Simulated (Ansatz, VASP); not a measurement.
**Two plane-wave programs on KMgF3**

```
CELL_PARAMETERS angstrom
3.92439 0.00000 0.00000
0.00000 3.92439 0.00000
0.00000 0.00000 3.92439
ATOMIC_POSITIONS crystal
K 0.50000 0.50000 0.50000
Mg 0.00000 0.00000 0.00000
F 0.00000 0.50000 0.00000
F 0.00000 0.00000 0.50000
F 0.50000 0.00000 0.00000
```

Alike in both runs: functional PBE; k mesh 6 × 6 × 6; occupations gaussian, width 0.02 eV; no spin polarisation.

Ansatz relaxed the structure, and its values are those at the end. VASP's run is a single point on that final structure, the one shown.

|  | VASP | Ansatz |
| --- | --- | --- |
| version | VASP 6.6.1 | Ansatz 0.2.0 |
| potentials or method | VASP PAW PBE potentials, release 64 (K_sv, Mg, F) | scalar-relativistic, plane waves, PAW |
| plane-wave cutoff (eV) | 520 | 420 |
| valence electrons in the cell | 32 | 40 |

|  | VASP | Ansatz | Ansatz less VASP |
| --- | --- | --- | --- |
| gap on the k mesh at the Fermi level (eV) | 7.67 | 7.70 | +0.030 |
| least direct gap on the mesh (eV) | 7.99 | 8.02 | +0.027 |
| pressure (GPa) | 7.6 | 8.0 | +0.41 |

The two sets of potentials don't hold the same shells in valence.

A k mesh can miss the band edges. Expect the measured gap to be larger: semilocal functionals such as PBE lack the derivative discontinuity.
